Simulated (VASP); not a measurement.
HgTe: single point with r2SCAN

Crystal: HgTe.

```xyz
2
Lattice="0.0000 3.0771 3.0771 3.0771 0.0000 3.0771 3.0771 3.0771 0.0000" Properties=species:S:1:pos:R:3 pbc="T T T"
Hg    0.0000    0.0000    0.0000
Te    3.0771    3.0771    3.0771
```

Measurements of this composition are mostly on another form, of space group No. 216.

```json
{"Program": "VASP 6.6.1", "Task": "single point", "Functional": "r2SCAN", "Potentials or basis": "VASP PAW PBE potentials, release 64 (Hg, Te)", "Cutoff": "520 eV", "k mesh": "6 × 6 × 6", "Occupations": "gaussian, width 0.1 eV", "Spin": "no spin polarisation"}
```

```
Pressure               : -1.5 GPa
Band gap on the k mesh : none (metal or under the smearing width)
```

Levels at points of the mesh, in eV from the Fermi level:
```tsv
k point	band 7	band 8	band 9	band 10	band 11	band 12
(0.00, 0.00, 0.00)	-0.80	-0.79	-0.79	-0.79	8.03	8.03
(0.50, 0.00, 0.00)	-5.62	0.17	0.17	3.05	3.77	4.27
(0.50, 0.50, 0.00)	-4.25	-2.68	-2.31	-2.31	5.20	9.59
```

Wall time 21 s on 1 thread of Intel(R) Xeon(R) 6975P-C (Granite Rapids), with other jobs on the host, peak memory 0.19 GiB.

Caveat: the PAW data sets were made with another functional, which shifts forces and pressure a little. Spin-orbit coupling is left out, which matters for the levels of Hg, Te.
